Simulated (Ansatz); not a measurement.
# TiO2: the cost of one run

Program: Ansatz 0.2.0. Level of theory: DFT r2SCAN+U, scalar-relativistic, plane waves, PAW. These are calculated values, not measurements.

1 further run of the same task is left out (set aside as unsound or not needed). Runs told in other sessions of the task aren't counted.

### 1 Starting point

The structure is tetragonal, space group I4_1/amd (No. 141). The conventional cell has a = 3.797 Å, b = 3.797 Å, c = 9.660 Å, α = 90.00°, β = 90.00°, γ = 90.00°. Ti (site symmetry -4m2) has 6 O at 1.95 to 1.99 Å in its first shell of neighbours. O (site symmetry 2mm) is surrounded by 3 Ti at 1.95 to 1.99 Å.

Structure file:

```cif
data_structure
_symmetry_space_group_name_H-M 'P 1'
_symmetry_Int_Tables_number 1
_cell_length_a 3.7969
_cell_length_b 3.7969
_cell_length_c 5.5262
_cell_angle_alpha 110.094
_cell_angle_beta 110.094
_cell_angle_gamma 89.999
_cell_volume 69.63
loop_
_atom_site_label
_atom_site_type_symbol
_atom_site_fract_x
_atom_site_fract_y
_atom_site_fract_z
_atom_site_occupancy
Ti1 Ti 0.12499 0.87501 0.25000 1
Ti2 Ti 0.87501 0.12499 0.75000 1
O1 O 0.33113 0.08113 0.66227 1
O2 O 0.66887 0.91887 0.33773 1
O3 O 0.91887 0.66887 0.83773 1
O4 O 0.08113 0.33113 0.16227 1
```

It goes back to an entry of the Materials Project, which need not be the stable form.

This cell was relaxed beforehand with the same method: volume 11.61 Å³/atom, gap on the mesh 3.16 eV.

### 2 Band edges over the zone

File input.yaml:

```yaml
crystal:
  lattice:
    - [2.6847585658, -2.684764616, -0.0201584296]
    - [2.6847585658, 2.684764616, -0.0201584296]
    - [-2.6485578451, 0.0, 4.8501018215]
  atoms:
    - { symbol: Ti, position: [0.1249948932, 0.8750051068, 0.25] }
    - { symbol: Ti, position: [0.8750051068, 0.1249948932, 0.75] }
    - { symbol: O, position: [0.3311340165, 0.0811286177, 0.6622697764] }
    - { symbol: O, position: [0.6688659835, 0.9188713823, 0.3377302236] }
    - { symbol: O, position: [0.9188713823, 0.6688659835, 0.8377302236] }
    - { symbol: O, position: [0.0811286177, 0.3311340165, 0.1622697764] }
basis:
  ecutwfc: 500
kpoints:
  mp_grid: { grid: [6, 6, 6] }
  band_path: { path: [VBM, CBM], npoints: 2 }
hamiltonian:
  xc: r2scan
  hubbard: { sites: [{ species: Ti, l: d, u_eff: 4.0 }] }
scf:
  occupations: { method: gaussian, width: 0.02 }
output:
  forces: true
  stress: true
  eigenvalues: true
checkpoint:
  read: start.run
  write: ck
  compress: false
  write_wavefunctions: false
  write_every: 100000
```

Launch:

```bash
$ ansatz run input.yaml --threads 1 --pin off --max-ram 2560MiB --backend cpu --events-out ev --progress --plain --runs-dir out
```

What time and memory should one allow on 1 thread of Arm Neoverse V1, shared host?

About 64 s, with a peak of 0.72 GiB.
